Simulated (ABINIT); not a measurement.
# Cu (Fm-3m) in ABINIT: single point with PBEsol

Aim: the single point of Cu with PBEsol.

Program: ABINIT 10.8.3 (patched build). These are calculated values, not measurements. Logs are shortened: lines on timing, memory, paths and dates and some standing lists are left out, and cuts for length are marked. The log counts tension as positive stress, the text compression.

### Step 1. The structure

Symmetry: Fm-3m, No. 225, cubic system. Conventional cell: a = 3.615 Å, b = 3.615 Å, c = 3.615 Å, α = 90.00°, β = 90.00°, γ = 90.00°. Cu (site symmetry m-3m) has 12 Cu at 2.56 Å as nearest neighbours.

### Step 2. Single point, PBEsol

Input file run.abi:

```
# Pseudopotentials
pp_dirpath "./"
pseudos "Cu.upf"

# Structure
acell 2.556191014 2.556191014 2.556191014 Angstrom
rprim
     0.0000000000     0.7071067812     0.7071067812
     0.7071067812     0.0000000000     0.7071067812
     0.7071067812     0.7071067812     0.0000000000
ntypat 1
znucl 29
natom 1
typat 1
xcart
     0.0000000000     0.0000000000     0.0000000000 Angstrom

# Plane-wave basis
ecut 1306.146540 eV

# k points
kptopt 1
ngkpt 10 10 10
nshiftk 1
shiftk 0.0 0.0 0.0

# Exchange and correlation
ixc -116133

# Bands and occupations
nband 14
occopt 3
tsmear 0.05 eV

# SCF cycle
nstep 100
tolvrs 1.0e-10

# Output
iomode 3
prtwf 0
prtden 0
prteig 0
prtebands 0
```

Potentials or basis: PseudoDojo NC SR PBEsol v0.4 stringent.

Run with:

```sh
> mpirun --bind-to none -np 4 abinit run.abi > log 2>&1
```

run.abo:

```text
.Version 10.8.3 of ABINIT
 Symmetries : space group Fm -3 m (#225); Bravais cF (face-center cubic)
================================================================================
 Values of the parameters that define the memory need of the present run
     intxc =       0    ionmov =       0      iscf =       7    lmnmax =       6
     lnmax =       6     mgfft =      32  mpssoang =       3    mqgrid =    3001
     natom =       1  nloc_mem =       1    nspden =       1   nspinor =       1
    nsppol =       1      nsym =      48    n1xccc =    2501    ntypat =       1
    occopt =       3   xclevel =       2
       mpw =        1295          nfft =       32768          nkpt =          47
================================================================================
================================================================================

--------------------------------------------------------------------------------
------------- Echo of variables that govern the present computation ------------
--------------------------------------------------------------------------------
 -outvars: echo values of preprocessed input variables --------
            acell      4.8305009420E+00  4.8305009420E+00  4.8305009420E+00 Bohr
              amu      6.35460000E+01
             ecut      4.80000000E+01 Hartree
              ixc     -116133
         kptrlatt       10    0    0      0   10    0      0    0   10
          kptrlen      4.83050094E+01
            natom           1
            nband          14
            ngfft          32      32      32
             nkpt          47
            nstep         100
             nsym          48
           ntypat           1
           occopt           3
           prtden           0
        prtebands           0
           prteig           0
            prtwf           0
            rprim      0.0000000000E+00  7.0710678120E-01  7.0710678120E-01
                       7.0710678120E-01  0.0000000000E+00  7.0710678120E-01
                       7.0710678120E-01  7.0710678120E-01  0.0000000000E+00
          spgroup         225
           tolvrs      1.00000000E-10
           tsmear      1.83746611E-03 Hartree
            typat      1
            znucl       29.00000

================================================================================

 chkinp: Checking input parameters for consistency.

================================================================================
== DATASET  1 ==================================================================

--- !DatasetInfo
iteration_state: {dtset: 1, }
dimensions: {natom: 1, nkpt: 47, mband: 14, nsppol: 1, nspinor: 1, nspden: 1, mpw: 1295, }
cutoff_energies: {ecut:  48.0, pawecutdg:  -1.0, }
electrons: {nelect:   1.90000000E+01, charge:   0.00000000E+00, occopt:   3.00000000E+00, tsmear:   1.83746611E-03, }
meta: {optdriver: 0, ionmov: 0, optcell: 0, iscf: 7, paral_kgb: 0, }
...

 Real(R)+Recip(G) space primitive vectors, cartesian coordinates (Bohr,Bohr^-1):
 R(1)=  0.0000000  3.4156800  3.4156800  G(1)= -0.1463837  0.1463837  0.1463837
 R(2)=  3.4156800  0.0000000  3.4156800  G(2)=  0.1463837 -0.1463837  0.1463837
 R(3)=  3.4156800  3.4156800  0.0000000  G(3)=  0.1463837  0.1463837 -0.1463837
 Unit cell volume ucvol=  7.9700586E+01 bohr^3
 Angles (23,13,12)=  6.00000000E+01  6.00000000E+01  6.00000000E+01 degrees

 getcut: wavevector=  0.0000  0.0000  0.0000  ngfft=  32  32  32
         ecut(hartree)=     48.000   => boxcut(ratio)=   2.12409

--- Pseudopotential description ------------------------------------------------
- pspini: atom type   1  psp file is ./Cu.upf
12 -116133 2 -1 1492                          pspcod,pspxc,lmax,lloc,mmax
     nproj     2     2     2

   3.89308180E+02                                ecore*ucvol(ha*bohr**3)
--------------------------------------------------------------------------------

================================================================================

--- !BeginCycle
iteration_state: {dtset: 1, }
solver: {iscf: 7, nstep: 100, nline: 4, wfoptalg: 0, }
tolerances: {tolvrs: 1.00E-10, }
...

     iter   Etot(hartree)      deltaE(h)  residm     vres2
 ETOT  1  -192.91917403558    -1.929E+02 5.766E-01 3.378E+02
 ETOT  2  -192.87886270182     4.031E-02 1.239E-02 9.192E+02
 ETOT  3  -193.11853404548    -2.397E-01 5.904E-03 6.544E-01
 ETOT  4  -193.11872493017    -1.909E-04 4.120E-03 2.255E-01
 ETOT  5  -193.11876905398    -4.412E-05 7.294E-04 4.522E-04
 ETOT  6  -193.11876913072    -7.674E-08 1.775E-03 1.979E-05
 ETOT  7  -193.11876913505    -4.324E-09 2.190E-04 1.685E-07
 ETOT  8  -193.11876913508    -3.789E-11 5.218E-04 1.373E-10
 ETOT  9  -193.11876913509    -2.103E-12 5.546E-05 4.374E-11

 At SCF step    9       vres2   =  4.37E-11 < tolvrs=  1.00E-10 =>converged.

 Cartesian components of stress tensor (hartree/bohr^3)
  sigma(1 1)=  2.75566243E-04  sigma(3 2)=  0.00000000E+00
  sigma(2 2)=  2.75566243E-04  sigma(3 1)=  0.00000000E+00
  sigma(3 3)=  2.75566243E-04  sigma(2 1)=  0.00000000E+00

--- !ResultsGS
iteration_state: {dtset: 1, }
comment   : Summary of ground state results
lattice_vectors:
- [  0.0000000,   3.4156800,   3.4156800, ]
- [  3.4156800,   0.0000000,   3.4156800, ]
- [  3.4156800,   3.4156800,   0.0000000, ]
lattice_lengths: [   4.83050,    4.83050,    4.83050, ]
lattice_angles: [ 60.000,  60.000,  60.000, ] # degrees, (23, 13, 12)
lattice_volume:   7.9700586E+01
convergence: {deltae: -2.103E-12, res2:  4.374E-11, residm:  5.546E-05, diffor: null, }
etotal    :  -1.93118769E+02
entropy   :   0.00000000E+00
fermie    :   3.58488071E-01
cartesian_stress_tensor: # hartree/bohr^3
- [  2.75566243E-04,   0.00000000E+00,   0.00000000E+00, ]
- [  0.00000000E+00,   2.75566243E-04,   0.00000000E+00, ]
- [  0.00000000E+00,   0.00000000E+00,   2.75566243E-04, ]
pressure_GPa:  -8.1074E+00
xred      :
- [  0.0000E+00,   0.0000E+00,   0.0000E+00, Cu]
cartesian_forces: # hartree/bohr
- [ -0.00000000E+00,  -0.00000000E+00,  -0.00000000E+00, ]
force_length_stats: {min:   0.00000000E+00, max:   0.00000000E+00, mean:   0.00000000E+00, }
...

 Integrated electronic density in atomic spheres:
 ------------------------------------------------
 Atom  Sphere_radius  Integrated_density
    1        2.00000         17.34586644
================================================================================

 ----iterations are completed or convergence reached----

 Mean square residual over all n,k,spin=   84.554E-09; max=  55.464E-06
 reduced coordinates (array xred) for    1 atoms
       0.000000000000      0.000000000000      0.000000000000
 rms dE/dt=  0.0000E+00; max dE/dt=  0.0000E+00; dE/dt below (all hartree)
    1       0.000000000000      0.000000000000      0.000000000000

 cartesian coordinates (angstrom) at end:
    1      0.00000000000000     0.00000000000000     0.00000000000000

 cartesian forces (hartree/bohr) at end:
    1     -0.00000000000000    -0.00000000000000    -0.00000000000000
 frms,max,avg= 0.0000000E+00 0.0000000E+00   0.000E+00  0.000E+00  0.000E+00 h/b

 cartesian forces (eV/Angstrom) at end:
    1     -0.00000000000000    -0.00000000000000    -0.00000000000000
 frms,max,avg= 0.0000000E+00 0.0000000E+00   0.000E+00  0.000E+00  0.000E+00 e/A
 length scales=  4.830500941967  4.830500941967  4.830500941967 bohr
              =  2.556191014000  2.556191014000  2.556191014000 angstroms
 Fermi (or HOMO) energy (hartree) =   0.35849   Average Vxc (hartree)=  -0.49719
 Eigenvalues (hartree) for nkpt=  47  k points:
 kpt#   1, nband= 14, wtk=  0.00100, kpt=  0.0000  0.0000  0.0000 (reduced coord)
  -3.76426   -2.20199   -2.20199   -2.20199    0.01436    0.25238    0.25238    0.25238
   0.28383    0.28383    1.19320    1.28710    1.28710    1.28710
      occupation numbers for kpt#   1
   2.00000    2.00000    2.00000    2.00000    2.00000    2.00000    2.00000    2.00000
   2.00000    2.00000    0.00000    0.00000    0.00000    0.00000
 prteigrs : prtvol=0 or 1, do not print more k-points.

--- !EnergyTerms
iteration_state     : {dtset: 1, }
comment             : Components of total free energy in Hartree
kinetic             :  9.21438566012197E+01
hartree             :  5.93385663410162E+01
xc                  : -2.38917595183853E+01
Ewald energy        : -1.21142438841200E+02
psp_core            :  4.88463382942900E+00
local_psp           : -1.68159884542801E+02
non_local_psp       : -3.62915597482654E+01
internal            : -1.93118585878987E+02
'-kT*entropy'       : -1.83256099315651E-04
total_energy        : -1.93118769135086E+02
total_energy_eV     : -5.25502941828326E+03
band_energy         : -1.79810253810960E+01
...

 Cartesian components of stress tensor (hartree/bohr^3)
  sigma(1 1)=  2.75566243E-04  sigma(3 2)=  0.00000000E+00
  sigma(2 2)=  2.75566243E-04  sigma(3 1)=  0.00000000E+00
  sigma(3 3)=  2.75566243E-04  sigma(2 1)=  0.00000000E+00

-Cartesian components of stress tensor (GPa)         [Pressure= -8.1074E+00 GPa]
- sigma(1 1)=  8.10743878E+00  sigma(3 2)=  0.00000000E+00
- sigma(2 2)=  8.10743878E+00  sigma(3 1)=  0.00000000E+00
- sigma(3 3)=  8.10743878E+00  sigma(2 1)=  0.00000000E+00

== END DATASET(S) ==============================================================
================================================================================

 -outvars: echo values of variables after computation  --------
            acell      4.8305009420E+00  4.8305009420E+00  4.8305009420E+00 Bohr
           etotal     -1.9311876914E+02
            fcart     -0.0000000000E+00 -0.0000000000E+00 -0.0000000000E+00
            rprim      0.0000000000E+00  7.0710678120E-01  7.0710678120E-01
                       7.0710678120E-01  0.0000000000E+00  7.0710678120E-01
                       7.0710678120E-01  7.0710678120E-01  0.0000000000E+00
           strten      2.7556624314E-04  2.7556624314E-04  2.7556624314E-04
                       0.0000000000E+00  0.0000000000E+00  0.0000000000E+00
 Calculation completed.
```

Run time: 11 s. Hardware: 4 MPI ranks of Intel Xeon Platinum 8259CL at 2.50GHz (Skylake/Cascade Lake), shared host; peak memory 0.24 GiB.

Results:

| Property | Result |
| --- | --- |
| Free energy | -5255.0294 eV |
| Pressure | -8.1 GPa |
| Band gap on the k mesh | none (metal or under the smearing width) |
| Valence electrons inside the program's atomic spheres | Cu 17.35 (radii [1.0584] Å) |

Levels at points of the mesh, in eV from the Fermi level:
```tsv
k point	band 8	band 9	band 10	band 11	band 12	band 13
(0.00, 0.00, 0.00)	-2.89	-2.03	-2.03	22.71	25.27	25.27
(0.50, 0.00, 0.00)	-1.46	-1.46	-1.00	3.83	21.19	22.06
(0.50, 0.50, 0.00)	-1.32	-1.32	1.49	7.19	13.07	13.07
```
